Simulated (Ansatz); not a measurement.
CaS: a run of Ansatz with trial settings.

```yaml
crystal:
  lattice:
    - [0.0, 2.8523742917, 2.8523742917]
    - [2.8523742917, 0.0, 2.8523742917]
    - [2.8523742917, 2.8523742917, 0.0]
  atoms:
    - { symbol: Ca, position: [0.0, 0.0, 0.0] }
    - { symbol: S, position: [0.5, 0.5, 0.5] }
basis:
  ecutwfc: 420
kpoints:
  mp_grid: { grid: [4, 4, 4] }
hamiltonian:
  xc: pbe
scf:
  occupations: { method: gaussian, width: 0.1 }
output:
  forces: true
  stress: true
  eigenvalues: true
  dos: { method: smearing }
```

Command:

```bash
ansatz run input.yaml --threads 1 --pin off --max-ram 1331MiB --backend cpu --events-out ev --progress --plain --runs-dir out
```

Output, shortened (HF is the Harris–Foulkes energy, dr2 the density residual in eV):

```text
Pseudopotential: Ca, paw, valence charge 10, recommended cutoff 420 eV (normal)
Pseudopotential: S, paw, valence charge 6, recommended cutoff 420 eV (normal)
Crystal: 2 atoms, lattice volume = 46.414 Å³
Basis set: ecut = 420 eV, 893 PW (Γ), exchange–correlation on 54×54×54 points (8 copies of the dense FFT grid, shifted against one another)
Bands: 12, of which v1, the nominal top of the filled ones, is band 8 counted from 1 (7 counted from 0)
Symmetry: 48 space group operations
Space group: Fm-3m (ITA 225), of the structure as read, at distance tolerance 3.6e-5 Å
k-points: 8 of 64
Initial density: superposition of atomic densities, corrected by the library's trained network
SCF iter   1: HF=-2723.251277 eV  Δρ=4.82e-4  dr2=1.51e-4
SCF iter   2: HF=-2723.251026 eV  Δρ=4.52e-4  dr2=1.51e-4
SCF iter   3: HF=-2723.250985 eV  Δρ=2.04e-4  dr2=2.22e-5
SCF iter   4: HF=-2723.251038 eV  Δρ=6.62e-5  dr2=3.15e-6
SCF iter   5: HF=-2723.251039 eV  Δρ=3.78e-5  dr2=1.14e-6
SCF iter   6: HF=-2723.251039 eV  Δρ=1.99e-5  dr2=3.11e-7
SCF iter   7: F=-2723.251038 eV  HF=-2723.251039 eV  Δρ=8.78e-6  dr2=6.02e-8
SCF 1 converged in 7 iterations: F = -2723.251038 eV  dr2 = 6.02e-8
SCF converged after 7 iterations
Free energy (F): -2723.251038 eV
E sigma→0 (E₀):  -2723.251038 eV
Fermi energy:    7.108385 eV
--- Forces (eV/Å), atoms counted from 1 ---
  atom   1  Ca    -0.00000000     0.00000000     0.00000000
  atom   2  S      0.00000000    -0.00000000     0.00000000
--- Stress (GPa, compression-positive) ---
        0.311392      -0.000000      -0.000000
        0.000000       0.311392       0.000000
       -0.000000       0.000000       0.311392
  P = ⅓ Tr σ = 0.3114 GPa (3.114 kbar)
```

Settings here are deliberately varied, not converged.